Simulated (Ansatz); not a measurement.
The cell is a 20-atom cell of LiNbO3 (R3c) from a materials database; cell and atoms were relaxed with r2SCAN. It is trigonal, R3c (No. 161); conventional cell a = 5.137 Å, c = 13.884 Å, 10.58 Å³ an atom. Li is surrounded by 6 O at 2.05–2.24 Å; Nb is surrounded by 6 O at 1.88–2.14 Å; O is surrounded by 2 Nb at 1.88–2.14 Å and 2 Li at 2.05–2.24 Å. The runs used a cell of 20 atoms, 2 times the primitive one, so meshes, points and the kind of gap refer to a folded zone.

The questions ask for values computed with Ansatz 0.2.0 on this geometry. No spin polarisation and no zero-point or thermal motion.

**Question.** What gap does PBE give, and where are the band edges?

**Answer.** With PBE the valence top lies at Γ–T (0.30 of the way from Γ) and the conduction bottom at S₂–F (0.10 of the way from S₂), 3.59 eV higher; the smallest vertical gap, at Γ, is 3.66 eV.

**Question.** What does r2SCAN give for the gap (6×6×4 mesh)?

**Answer.** With r2SCAN the valence top lies at k = (0, 0.135, -0.010) and the conduction bottom at S₂–F (0.10 of the way from S₂), 4.00 eV higher; the smallest vertical gap, at Γ, is 4.07 eV. The gap differs by +0.41 eV from PBE's.

**Question.** Estimate the gap with PBE0 on 4×4×2.

**Answer.** The PBE0 gap is indirect, 5.79 eV (k = (0, 0.135, -0.010) to S₂–F (0.10 of the way from S₂)), below the direct gap of 5.86 eV at Γ. The gap differs by +2.20 eV from PBE's.

Spin-orbit coupling is left out.

Where an edge lies off the special points, it is a point of the mesh or the k point where a search put PBE's edge or least direct gap, reused for the other functionals, whose own edges may lie a little apart; PBE's own value is read along its path and can be a few hundredths of an eV high.

Coordinates of k points refer to the reciprocal vectors of the primitive cell of the runs.

The meshes of the hybrids are coarse, so their gaps aren't converged to the digits shown.
